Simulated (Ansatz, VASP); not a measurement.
**Ti in VASP and in Ansatz**

```xyz
3
Lattice="4.6000 0.0000 0.0000 -2.3000 3.9837 0.0000 0.0000 0.0000 2.8200" Properties=species:S:1:pos:R:3 pbc="T T T"
Ti    0.0000    0.0000    0.0000
Ti    0.0000    2.6558    1.4100
Ti    2.3000    1.3279    1.4100
```

Alike in both runs: functional PBE; k mesh 7 × 7 × 10; occupations fermi-dirac, width 0.05 eV; no spin polarisation.

Ansatz relaxed the structure, and its values are those at the end. VASP's run is a single point on that final structure, the one shown.

```csv
,VASP,Ansatz
version,VASP 6.6.1,Ansatz 0.2.0
potentials or method,"VASP PAW PBE potentials, release 64 (Ti_sv)","plane-wave PAW, scalar-relativistic"
plane-wave cutoff (eV),520,420
valence electrons in the cell,36,36
```

```csv
,VASP,Ansatz,Ansatz less VASP
pressure (GPa),-0.7,-0.5,+0.20
```

Ansatz warned: «stress_scf_threshold_loose».
